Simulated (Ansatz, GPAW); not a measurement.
# Geometry or basis: what sets the conductance of a Pd chain with one Cu atom in line, part 3 of 4

Wanted: T(E) of a Pd chain with one Cu atom in line at a relaxed geometry in two programs, beside the unrelaxed structure.

GPAW 26.7.0 and Ansatz 0.2.0; Ansatz plane waves; relaxation of the junction with the lead ends held; PAW set soft_1 (the session's first sound run).

So far, transmission at the Fermi level (one spin): step 3 (plane waves, PBE) 1.59.

### 4. Double-zeta polarised basis

The script solves lead and junction separately, takes H and S in the orbital basis, and joins semi-infinite leads through their self-energies; the dzp basis is the working standard.

This step: GPAW LCAO, PAW setups; Landauer transmission from Green's functions with principal layers (ASE), zero bias (GPAW 26.7.0).

The input, run.py:

```python
import json
import numpy as np
from ase import Atoms
from ase.transport.calculators import TransportCalculator
from gpaw import GPAW, FermiDirac
from gpaw.lcao.tools import get_lcao_hamiltonian
from scipy.linalg import eigh

# The junction with lead layers at both ends, along the third cell vector
device = Atoms(
    ['Pd', 'Pd', 'Pd', 'Pd', 'Pd', 'Pd', 'Pd', 'Pd', 'Cu', 'Pd', 'Pd', 'Pd', 'Pd', 'Pd', 'Pd', 'Pd', 'Pd'],
    positions=[
        [4.50000, 4.50000, 1.25000],
        [4.50000, 4.50000, 3.75000],
        [4.50000, 4.50000, 6.25000],
        [4.50000, 4.50000, 8.75000],
        [4.50000, 4.50000, 11.25000],
        [4.50000, 4.50000, 13.75000],
        [4.53291, 4.70901, 16.27966],
        [4.42231, 4.04567, 18.78373],
        [4.51037, 4.74670, 21.12580],
        [4.49248, 4.03206, 23.46532],
        [4.48302, 4.71424, 25.96682],
        [4.50000, 4.50000, 28.49600],
        [4.50000, 4.50000, 30.99600],
        [4.50000, 4.50000, 33.49600],
        [4.50000, 4.50000, 35.99600],
        [4.50000, 4.50000, 38.49600],
        [4.50000, 4.50000, 40.99600]],
    cell=[[9.0, 0.0, 0.0], [0.0, 9.0, 0.0], [0.0, 0.0, 42.246]],
    pbc=True)

# One principal layer of the lead: the first 5 atoms of the device
lead = Atoms(
    ['Pd', 'Pd', 'Pd', 'Pd', 'Pd'],
    positions=[
        [4.50000, 4.50000, 1.25000],
        [4.50000, 4.50000, 3.75000],
        [4.50000, 4.50000, 6.25000],
        [4.50000, 4.50000, 8.75000],
        [4.50000, 4.50000, 11.25000]],
    cell=[[9.0, 0.0, 0.0], [0.0, 9.0, 0.0], [0.0, 0.0, 12.5]],
    pbc=True)

settings = dict(mode='lcao', basis='dzp', xc='PBE', h=0.2,
                occupations=FermiDirac(0.1), maxiter=250,
                mixer=dict(beta=0.1, nmaxold=8, weight=100.0),
                convergence=dict(density=0.0001))
energies = np.arange(-2, 2 + 1e-9, 0.025)
eta = 0.0001
n1, n2 = 1, 1
# k and -k transmit alike, so half of the mesh across the current serves
mesh = [(i, j) for i in range(n1) for j in range(n2) if (i, j) <= (-i % n1, -j % n2)]
weights = np.array([1 if (i, j) == (-i % n1, -j % n2) else 2 for i, j in mesh]) / (n1 * n2)

# [... helper functions left out ...]
fermi_lead = ground_state(lead, (1, 1, 9), 'lead.txt')
fermi_device = ground_state(device, (1, 1, 2), 'device.txt')
# [... loop over the mesh left out, but for ...]
        # Shift the lead onto the potential of the device's first layer
        shift = ((H[:, 0, 0] - H0[:, 0, 0]) / S0[0, 0]).real.mean()
# [...]
kT = 8.617333e-5 * 300
bias = [0.1, 0.2, 0.5, 1.0, 1.5, 2.0]
# [... integrals and printing left out ...]
```

Command:

```bash
$ OMP_NUM_THREADS=1 OPENBLAS_NUM_THREADS=1 python run.py
```

Numbers of over 12 decimals in the logs are rounded to 6 here.

The program printed:

```text
basis functions: device 447, principal layer 135
Fermi level: lead -4.0202 eV, device -3.9898 eV; lead shifted by -0.0008 eV
largest coupling past the next layer 1.07e-04 eV, largest misfit of the first layer 0.013 eV
  E-E_F (eV)   T (one spin)  channels
    -2.000    1.0735e+00    3.0000
    -1.975    1.1103e+00    3.0000
    -1.950    1.1627e+00    3.0000
    -1.925    1.2344e+00    3.0000
    -1.900    1.3294e+00    3.0000
    -1.875    1.4405e+00    3.0000
    -1.850    1.5633e+00    3.0000
    -1.825    1.6847e+00    3.0000
    -1.800    1.7927e+00    3.0000
    -1.775    1.8806e+00    3.0000
    -1.750    1.9480e+00    3.0000
    -1.725    1.9989e+00    3.0000
    -1.700    2.0390e+00    3.0000
    -1.675    2.0738e+00    3.0000
    -1.650    2.1078e+00    3.0000
    -1.625    2.1446e+00    3.0000
[...]
1.825    9.9818e-01    1.0000
     1.850    9.9824e-01    1.0000
     1.875    9.9829e-01    1.0000
     1.900    9.9833e-01    1.0000
     1.925    9.9836e-01    1.0000
     1.950    9.9839e-01    1.0000
     1.975    9.9840e-01    1.0000
     2.000    9.9841e-01    1.0000
conductance at 300 K: 1.4984 G0 a cell; thermopower 19.63 uV/K
current from the zero-bias T(E) at 0.1 V: 11.576 uA
current from the zero-bias T(E) at 0.2 V: 22.987 uA
current from the zero-bias T(E) at 0.5 V: 56.798 uA
current from the zero-bias T(E) at 1.0 V: 111.87 uA
current from the zero-bias T(E) at 1.5 V: 176.66 uA
current from the zero-bias T(E) at 2.0 V: 239.24 uA
```

It took 8.1 min on 1 thread of Arm Neoverse V1, shared host; peak memory 1.7 GiB.

This step gave:

| Quantity | Value |
| --- | --- |
| conductance | 1.498 G₀ |
| largest coupling past the next principal layer | 1.07e-4 eV |
| largest misfit of the first principal layer | 0.01312 eV |
| shift that aligns the lead | -7.94e-4 eV |
| basis functions of the junction | 447 |
| basis functions of a principal layer | 135 |
| transmission at the Fermi level (one spin) | 1.513 |

One spin. Table of transmission, zone mean by energy, zero at the Fermi level:

energy (eV), transmission, zone mean and a bar from the least value:
```
   -2.000       1.07 ##
   -1.800       1.79 #############
   -1.600       2.19 ##################
   -1.400       2.73 ##########################
   -1.200       2.97 ##############################
   -1.125       2.98 ##############################
   -1.000       2.87 ############################
   -0.825       2.26 ####################
   -0.800       2.17 ##################
   -0.600       2.80 ###########################
   -0.575       2.86 ############################
   -0.400       1.61 ##########
   -0.325       2.14 ##################
   -0.200       1.98 ################
    0.000       1.51 #########
    0.200       0.91 
    0.400       0.93 
    0.600       0.95 #
    0.800       0.97 #
    1.000       0.98 #
    1.200       0.99 #
    1.400       0.99 #
    1.600       1.00 #
    1.800       1.00 #
    2.000       1.00 #
```

Crossings of the lead's bands, unfolded to its shortest repeat. Open channels, zone mean against energy, zero at the Fermi level:

| energy (eV) | open channels, zone mean |
| --- | --- |
| -2.000 | 3 |
| -1.900 | 3 |
| -1.800 | 3 |
| -1.700 | 3 |
| -1.600 | 3 |
| -1.500 | 3 |
| -1.400 | 3 |
| -1.300 | 3 |
| -1.200 | 3 |
| -1.100 | 3 |
| -1.000 | 5 |
| -0.900 | 5 |
| -0.800 | 5 |
| -0.700 | 5 |
| -0.600 | 5 |
| -0.500 | 5 |
| -0.400 | 4 |
| -0.300 | 4 |
| -0.200 | 4 |
| -0.100 | 4 |
| 0.000 | 4 |
| 0.100 | 4 |
| 0.200 | 1 |
| 0.300 | 1 |
| 0.400 | 1 |
| 0.500 | 1 |
| 0.600 | 1 |
| 0.700 | 1 |
| 0.800 | 1 |
| 0.900 | 1 |
| 1.000 | 1 |
| 1.100 | 1 |
| 1.200 | 1 |
| 1.300 | 1 |
| 1.400 | 1 |
| 1.500 | 1 |
| 1.600 | 1 |
| 1.700 | 1 |
| 1.800 | 1 |
| 1.900 | 1 |
| 2.000 | 1 |

Not self-consistent under bias; the bias window is split evenly. The current through one cell, from the zero-bias transmission by bias:

| bias (V) | current through one cell, from the zero-bias transmission (μA) |
| --- | --- |
| 0.100 | 11.6 |
| 0.200 | 23.0 |
| 0.500 | 56.8 |
| 1.000 | 112 |
| 1.500 | 177 |
| 2.000 | 239 |

Table of transmission of the three most open eigenchannels by energy, zero at the Fermi level:

| energy (eV) | channel 1 | channel 2 | channel 3 |
| --- | --- | --- | --- |
| -2.000 | 0.998 | 0.0740 | 0.00199 |
| -1.800 | 0.997 | 0.772 | 0.0237 |
| -1.600 | 0.996 | 0.995 | 0.195 |
| -1.400 | 0.993 | 0.989 | 0.745 |
| -1.200 | 0.993 | 0.992 | 0.988 |
| -1.000 | 0.993 | 0.955 | 0.926 |
| -0.800 | 0.971 | 0.600 | 0.498 |
| -0.600 | 0.987 | 0.950 | 0.703 |
| -0.400 | 0.959 | 0.606 | 0.0240 |
| -0.200 | 0.994 | 0.487 | 0.445 |
| 0.000 | 0.953 | 0.381 | 0.152 |
| 0.200 | 0.914 | 6.0e-7 | 2.2e-12 |
| 0.400 | 0.931 | 6.1e-7 | 0 |
| 0.600 | 0.953 | 6.3e-7 | 0 |
| 0.800 | 0.969 | 6.4e-7 | 0 |
| 1.000 | 0.981 | 6.6e-7 | 0 |
| 1.200 | 0.990 | 6.7e-7 | 0 |
| 1.400 | 0.995 | 6.8e-7 | 0 |
| 1.600 | 0.997 | 7.0e-7 | 0 |
| 1.800 | 0.998 | 7.1e-7 | 0 |
| 2.000 | 0.998 | 7.3e-7 | 0 |

At the Fermi level T is 1.51 against 1.59 in plane waves. Couplings past the next layer reach 1.1e-4 eV, small enough to drop; the matrix elements of the cell's first layer differ from the bulk lead's by up to 0.013 eV. That layer keeps its own values in the calculation, and only beyond it is the lead taken as perfect. The Fermi levels of lead and junction count from different zeros of potential, one for each periodic cell; with both set to zero, the small remaining shift is what aligns them. By hand: G = 1.498 × 77.48 μS = 116 μS, a resistance of 8.61 kΩ; at 0.1 V a linear junction would pass 11.6 μA, and the integral over the bias window gives 11.6 μA.

### 5. GPAW, szp: basis = "szp(dzp)"

One radial function a shell plus polarisation makes the matrices smaller; the question is what that costs.

run.py, as its differences from that of step 4:

```diff
@@ -44,3 +44,3 @@
 
-settings = dict(mode='lcao', basis='dzp', xc='PBE', h=0.2,
+settings = dict(mode='lcao', basis='szp(dzp)', xc='PBE', h=0.2,
                 occupations=FermiDirac(0.1), maxiter=250,
```

The program printed:

```text
basis functions: device 249, principal layer 75
Fermi level: lead -4.1832 eV, device -4.1503 eV; lead shifted by -0.0008 eV
largest coupling past the next layer 1.09e-04 eV, largest misfit of the first layer 0.020 eV
  E-E_F (eV)   T (one spin)  [channel counts left out]
    -2.000    1.0795e+00
    -1.975    1.1143e+00
    -1.950    1.1619e+00
[...]
1.975    9.9715e-01
     2.000    9.9724e-01
conductance at 300 K: 1.228 G0 a cell; thermopower 35.35 uV/K
current from the zero-bias T(E) at 0.1 V: 9.5133 uA
current from the zero-bias T(E) at 0.2 V: 19.142 uA
current from the zero-bias T(E) at 0.5 V: 49.412 uA
current from the zero-bias T(E) at 1.0 V: 102.27 uA
current from the zero-bias T(E) at 1.5 V: 165.67 uA
current from the zero-bias T(E) at 2.0 V: 249.47 uA
```

Run time: 4.7 min. Hardware: 1 thread; peak memory 1.6 GiB.

Numbers from this step:

| Quantity | Value |
| --- | --- |
| conductance | 1.228 G₀ |
| largest coupling past the next principal layer | 1.09e-4 eV |
| largest misfit of the first principal layer | 0.02022 eV |
| shift that aligns the lead | -8.39e-4 eV |
| basis functions of the junction | 249 |
| basis functions of a principal layer | 75 |
| transmission at the Fermi level (one spin) | 1.251 |

The conductance, 1.23 G₀, lies 18 % below that of the dzp run.

### 6. Minimal basis

One function for each valence shell of the setup, as for a first survey of a large system.

run.py, as its differences from that of step 5:

```diff
@@ -44,3 +44,3 @@
 
-settings = dict(mode='lcao', basis='szp(dzp)', xc='PBE', h=0.2,
+settings = dict(mode='lcao', basis='sz(dzp)', xc='PBE', h=0.2,
                 occupations=FermiDirac(0.1), maxiter=250,
```

The program printed:

```text
basis functions: device 198, principal layer 60
Fermi level: lead -4.1979 eV, device -4.1568 eV; lead shifted by -0.0004 eV
largest coupling past the next layer 1.09e-04 eV, largest misfit of the first layer 0.010 eV
  E-E_F (eV)   T (one spin)  [channel counts left out]
    -2.000    1.1412e+00
    -1.975    1.1994e+00
    -1.950    1.2765e+00
[...]
1.975    9.8781e-01
     2.000    9.8799e-01
conductance at 300 K: 1.2784 G0 a cell; thermopower 30.51 uV/K
current from the zero-bias T(E) at 0.1 V: 9.8878 uA
current from the zero-bias T(E) at 0.2 V: 19.779 uA
current from the zero-bias T(E) at 0.5 V: 50.304 uA
current from the zero-bias T(E) at 1.0 V: 102.38 uA
current from the zero-bias T(E) at 1.5 V: 160.5 uA
current from the zero-bias T(E) at 2.0 V: 230.59 uA
```

The job ended after 3.7 min (1 thread; peak memory 1.6 GiB).

This step gave:

```
conductance                                 : 1.278 G₀
largest misfit of the first principal layer : 0.01039 eV
shift that aligns the lead                  : -3.56e-4 eV
basis functions of the junction             : 198
basis functions of a principal layer        : 60
transmission at the Fermi level (one spin)  : 1.299
```

The conductance, 1.28 G₀, lies 15 % below that of the dzp run.

### 7. RPBE in the dzp basis: xc = "RPBE"

Back in the dzp basis, the functional changes from PBE to RPBE, to set the spread between functionals beside that between bases.

run.py, as its differences from that of step 6:

```diff
@@ -44,3 +44,3 @@
 
-settings = dict(mode='lcao', basis='sz(dzp)', xc='PBE', h=0.2,
+settings = dict(mode='lcao', basis='dzp', xc='RPBE', h=0.2,
                 occupations=FermiDirac(0.1), maxiter=250,
```

The program printed:

```text
basis functions: device 447, principal layer 135
Fermi level: lead -3.8685 eV, device -3.8381 eV; lead shifted by -0.0012 eV
largest coupling past the next layer 1.02e-04 eV, largest misfit of the first layer 0.011 eV
  E-E_F (eV)   T (one spin)  [channel counts left out]
    -2.000    1.0706e+00
    -1.975    1.1060e+00
    -1.950    1.1564e+00
[...]
1.975    9.9834e-01
     2.000    9.9835e-01
conductance at 300 K: 1.4811 G0 a cell; thermopower 20.06 uV/K
current from the zero-bias T(E) at 0.1 V: 11.441 uA
current from the zero-bias T(E) at 0.2 V: 22.715 uA
current from the zero-bias T(E) at 0.5 V: 56.106 uA
current from the zero-bias T(E) at 1.0 V: 110.07 uA
current from the zero-bias T(E) at 1.5 V: 173.71 uA
current from the zero-bias T(E) at 2.0 V: 236.86 uA
```

The job ended after 8 min (1 thread; peak memory 1.7 GiB).

Numbers from this step:

- conductance: 1.481 G₀
- largest coupling past the next principal layer: 1.02e-4 eV
- largest misfit of the first principal layer: 0.01128 eV
- shift that aligns the lead: -0.001233 eV
- basis functions of the junction: 447
- basis functions of a principal layer: 135
- transmission at the Fermi level (one spin): 1.496

One spin. The transmission, zone mean by energy, zero at the Fermi level:

| energy (eV) | transmission, zone mean |
| --- | --- |
| -2.000 | 1.07 |
| -1.800 | 1.78 |
| -1.600 | 2.18 |
| -1.400 | 2.72 |
| -1.200 | 2.97 |
| -1.150 | 2.98 |
| -1.000 | 2.86 |
| -0.825 | 2.35 |
| -0.800 | 2.26 |
| -0.600 | 2.81 |
| -0.575 | 2.83 |
| -0.400 | 1.74 |
| -0.325 | 2.12 |
| -0.200 | 1.96 |
| 0.000 | 1.50 |
| 0.200 | 0.905 |
| 0.400 | 0.926 |
| 0.600 | 0.950 |
| 0.800 | 0.967 |
| 1.000 | 0.980 |
| 1.200 | 0.988 |
| 1.400 | 0.994 |
| 1.600 | 0.997 |
| 1.800 | 0.998 |
| 2.000 | 0.998 |

The conductance, 1.48 G₀, lies 1.2 % below that of the dzp run.

### 8. The structure as built: geometry = "as built"

The dzp basis with PBE on the structure as first built shows what the relaxation was worth.

run.py, as its differences from that of step 7:

```diff
@@ -18,7 +18,7 @@
         [4.50000, 4.50000, 13.75000],
-        [4.53291, 4.70901, 16.27966],
-        [4.42231, 4.04567, 18.78373],
-        [4.51037, 4.74670, 21.12580],
-        [4.49248, 4.03206, 23.46532],
-        [4.48302, 4.71424, 25.96682],
+        [4.50000, 4.50000, 16.25000],
+        [4.50000, 4.50000, 18.75000],
+        [4.50000, 4.50000, 21.12300],
+        [4.50000, 4.50000, 23.49600],
+        [4.50000, 4.50000, 25.99600],
         [4.50000, 4.50000, 28.49600],
@@ -44,3 +44,3 @@
 
-settings = dict(mode='lcao', basis='dzp', xc='RPBE', h=0.2,
+settings = dict(mode='lcao', basis='dzp', xc='PBE', h=0.2,
                 occupations=FermiDirac(0.1), maxiter=250,
```

The program printed:

```text
basis functions: device 447, principal layer 135
Fermi level: lead -4.0202 eV, device -4.0044 eV; lead shifted by -0.0005 eV
largest coupling past the next layer 1.07e-04 eV, largest misfit of the first layer 0.047 eV
  E-E_F (eV)   T (one spin)  channels
    -2.000    2.8674e+00    3.0000
    -1.975    2.8868e+00    3.0000
    -1.950    2.9060e+00    3.0000
[...]
1.975    9.9224e-01    1.0000
     2.000    9.9276e-01    1.0000
conductance at 300 K: 2.6519 G0 a cell; thermopower 12.26 uV/K
current from the zero-bias T(E) at 0.1 V: 20.313 uA
current from the zero-bias T(E) at 0.2 V: 39.188 uA
current from the zero-bias T(E) at 0.5 V: 85.037 uA
current from the zero-bias T(E) at 1.0 V: 154.97 uA
current from the zero-bias T(E) at 1.5 V: 229.26 uA
current from the zero-bias T(E) at 2.0 V: 296.23 uA
```

Run time: 6.1 min. Hardware: 1 thread; peak memory 1.8 GiB.

This step gave:

* conductance: 2.652 G₀
* largest coupling past the next principal layer: 1.07e-4 eV
* largest misfit of the first principal layer: 0.04679 eV
* shift that aligns the lead: -4.76e-4 eV
* transmission at the Fermi level (one spin): 2.728

One spin. The transmission, zone mean by energy, zero at the Fermi level:

| energy (eV) | transmission, zone mean |
| --- | --- |
| -2.000 | 2.87 |
| -1.900 | 2.94 |
| -1.800 | 2.99 |
| -1.750 | 2.99 |
| -1.700 | 2.98 |
| -1.600 | 2.95 |
| -1.500 | 2.90 |
| -1.400 | 2.87 |
| -1.300 | 2.85 |
| -1.200 | 2.83 |
| -1.100 | 2.77 |
| -1.000 | 2.50 |
| -0.900 | 2.49 |
| -0.800 | 2.74 |
| -0.700 | 2.85 |
| -0.625 | 3.16 |
| -0.600 | 3.13 |
| -0.500 | 3.33 |
| -0.400 | 2.69 |
| -0.300 | 2.75 |
| -0.200 | 2.81 |
| -0.100 | 2.85 |
| 0.000 | 2.73 |
| 0.100 | 1.88 |
| 0.200 | 0.899 |
| 0.300 | 0.857 |
| 0.400 | 0.845 |
| 0.500 | 0.849 |
| 0.600 | 0.862 |
| 0.700 | 0.879 |
| 0.800 | 0.897 |
| 0.900 | 0.914 |
| 1.000 | 0.930 |
| 1.100 | 0.943 |
| 1.200 | 0.954 |
| 1.300 | 0.963 |
| 1.400 | 0.970 |
| 1.500 | 0.976 |
| 1.600 | 0.981 |
| 1.700 | 0.985 |
| 1.800 | 0.988 |
| 1.900 | 0.991 |
| 2.000 | 0.993 |

The conductance, 2.65 G₀, lies 77 % above that of the dzp run.

### 9. All levels side by side

Times are wall times on the hardware named with each run. Results by setting:

| no. | run | conductance (G₀) | time | memory (GiB) |
| --- | --- | --- | --- | --- |
| 1 | pw PBE | 1.575 | 2.6 min | 5.4 |
| 2 | dzp | 1.498 | 8.1 min | 1.7 |
| 3 | szp | 1.228 | 4.7 min | 1.6 |
| 4 | sz | 1.278 | 3.7 min | 1.6 |
| 5 | dzp RPBE | 1.481 | 8 min | 1.7 |
| 6 | asbuilt | 2.652 | 6.1 min | 1.8 |

### 10. Comparison

The curves are compared point by point over the common energies.

This step: comparison of transmission and cost over codes, levels and geometry; PAW set soft_1 (GPAW 26.7.0).

Ladder, by row:

| step | code | T at the Fermi level (sum over the listed spins) | conductance (G0) | r.m.s. T(E) from the first | wall time (s) | peak memory (GiB) | threads |
| --- | --- | --- | --- | --- | --- | --- | --- |
| pw-pbe | Ansatz | 1.592 | 1.575 | 0 | 158.8 | 5.385 | 4 |
| dzp | GPAW | 1.513 | 1.498 | 0.2931 | 486.8 | 1.73 | 1 |
| szp | GPAW | 1.251 | 1.228 | 0.2965 | 279.9 | 1.63 | 1 |
| sz | GPAW | 1.299 | 1.278 | 0.1483 | 220.5 | 1.58 | 1 |
| dzp-RPBE | GPAW | 1.496 | 1.481 | 0.2673 | 480.4 | 1.72 | 1 |
| asbuilt | GPAW | 2.728 | 2.652 | 0.6077 | 363 | 1.75 | 1 |

Transmission, zone mean, sum over the listed spins against energy, zero at the Fermi level:

| energy (eV) | pw-pbe | dzp | szp | sz | dzp-RPBE | asbuilt |
| --- | --- | --- | --- | --- | --- | --- |
| -2.000 | 1.12 | 1.07 | 1.08 | 1.14 | 1.07 | 2.87 |
| -1.800 | 1.90 | 1.79 | 1.70 | 1.91 | 1.78 | 2.99 |
| -1.600 | 2.25 | 2.19 | 2.14 | 2.26 | 2.18 | 2.95 |
| -1.400 | 2.83 | 2.73 | 2.65 | 2.79 | 2.72 | 2.87 |
| -1.200 | 2.99 | 2.97 | 2.93 | 2.98 | 2.97 | 2.83 |
| -1.150 | 2.98 | 2.98 | 2.95 | 2.98 | 2.98 | 2.81 |
| -1.125 | 2.97 | 2.98 | 2.95 | 2.98 | 2.98 | 2.80 |
| -1.000 | 2.22 | 2.87 | 2.97 | 2.94 | 2.86 | 2.50 |
| -0.875 | 2.88 | 2.09 | 3.69 | 2.68 | 2.17 | 2.68 |
| -0.850 | 2.86 | 2.25 | 3.81 | 2.72 | 2.33 | 2.73 |
| -0.800 | 2.70 | 2.17 | 3.58 | 2.61 | 2.26 | 2.74 |
| -0.625 | 2.72 | 2.61 | 2.73 | 2.58 | 2.66 | 3.16 |
| -0.600 | 2.57 | 2.80 | 1.15 | 2.69 | 2.81 | 3.13 |
| -0.575 | 1.08 | 2.86 | 1.56 | 1.79 | 2.83 | 3.02 |
| -0.400 | 2.09 | 1.61 | 2.02 | 1.98 | 1.74 | 2.69 |
| -0.375 | 2.15 | 1.86 | 2.02 | 2.01 | 1.97 | 2.70 |
| -0.350 | 2.15 | 2.06 | 1.98 | 1.98 | 2.10 | 2.72 |
| -0.200 | 2.03 | 1.98 | 1.87 | 1.85 | 1.96 | 2.81 |
| 0.000 | 1.59 | 1.51 | 1.25 | 1.30 | 1.50 | 2.73 |
| 0.200 | 0.927 | 0.914 | 0.769 | 0.799 | 0.905 | 0.899 |
| 0.400 | 0.940 | 0.931 | 0.852 | 0.860 | 0.926 | 0.845 |
| 0.600 | 0.961 | 0.953 | 0.912 | 0.909 | 0.950 | 0.862 |
| 0.800 | 0.976 | 0.969 | 0.945 | 0.938 | 0.967 | 0.897 |
| 1.000 | 0.987 | 0.981 | 0.966 | 0.955 | 0.980 | 0.930 |
| 1.200 | 0.994 | 0.990 | 0.979 | 0.967 | 0.988 | 0.954 |
| 1.400 | 0.998 | 0.995 | 0.988 | 0.976 | 0.994 | 0.970 |
| 1.600 | 0.999 | 0.997 | 0.993 | 0.982 | 0.997 | 0.981 |
| 1.800 | 1.000 | 0.998 | 0.996 | 0.986 | 0.998 | 0.988 |
| 2.000 | 1.000 | 0.998 | 0.997 | 0.988 | 0.998 | 0.993 |

(Part 3 of 4 ends here.)

[Logs are printed without paths, hosts, clocks, repeated set-up lines and the standing remarks that a program may print on its own settings, such as how far it seeks lower states.]

[Hosts, paths, dates, database ids (printed as entryN), source tags and the programs' standing remarks are cut or masked in the printed files.]
